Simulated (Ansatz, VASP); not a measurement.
Sb: VASP beside Ansatz

```
Sb
1.0
     0.00000    2.30500    2.30500
     2.30500    0.00000    2.30500
     2.30500    2.30500    0.00000
Sb
1
Direct
  0.00000 0.00000 0.00000
```

Alike in both runs: task single point; functional PBE; k mesh 12 × 12 × 12; occupations fermi-dirac, width 0.05 eV; no spin polarisation.

|  | VASP | Ansatz |
| --- | --- | --- |
| version | VASP 6.6.1 | Ansatz 0.2.0 |
| potentials or method | VASP PAW PBE potentials, release 64 (Sb), cutoff 520 eV | all-electron LAPW, scalar-relativistic |

|  | VASP | Ansatz | Ansatz less VASP |
| --- | --- | --- | --- |
| pressure (GPa) | 8.6 | 8.8 | +0.22 |

Ansatz ran all-electron here, so the differences hold the error of VASP's frozen core and of both bases.

The runs have no spin-orbit coupling, so splittings on Sb are missing.
